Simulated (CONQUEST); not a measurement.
## InAs under changes of volume

One of the cells (27.489 Å³/atom); the others are scaled copies at fixed shape and fractional positions:

```xyz
4
Lattice="4.2681 0.0000 0.0000 0.0000 4.2681 0.0000 0.0000 0.0000 6.0360" Properties=species:S:1:pos:R:3 pbc="T T T"
In    0.0000    0.0000    0.0000
In    2.1340    2.1340    3.0180
As    0.0000    2.1340    1.5090
As    2.1340    0.0000    4.5270
```

```yaml
Program: CONQUEST 1.3
Functional: LDA
Potentials_or_basis: PseudoDojo NC LDA, DZP, grid of 40 × 40 × 60 points
k_mesh: 6 × 6 × 5
Occupations: fermi-dirac, width 0.05 eV
Spin: no spin polarisation
```

```csv
volume (Å³/atom),energy over the lowest point (meV/atom),pressure (GPa)
25.840,22.73,4.6
26.389,10.04,2.9
26.939,2.65,1.5
27.489,0.00,0.1
28.039,?,?
28.588,6.83,-2.1
29.138,15.58,-3.0
```

What does the run at 28.039 Å³/atom give?

Energy over the lowest point 1.55 meV/atom; pressure -1.0 GPa.

Worked out: A Birch-Murnaghan fit of order 3 (a polynomial in V^(-2/3)) to the other rows has its minimum at 27.55 Å³/atom with B0 = V·E''(V) = 61 GPa and B' = 4.6. It gives 1.53 meV/atom at 28.039 Å³/atom, against the run's 1.55, and -dE/dV = -1.0 GPa, against -1.0.

Energies are extrapolated to zero smearing.

Caveats: the basis of atomic orbitals isn't converged, which shifts pressures, moduli and gaps; the real-space grid breaks the cell's symmetry a little.
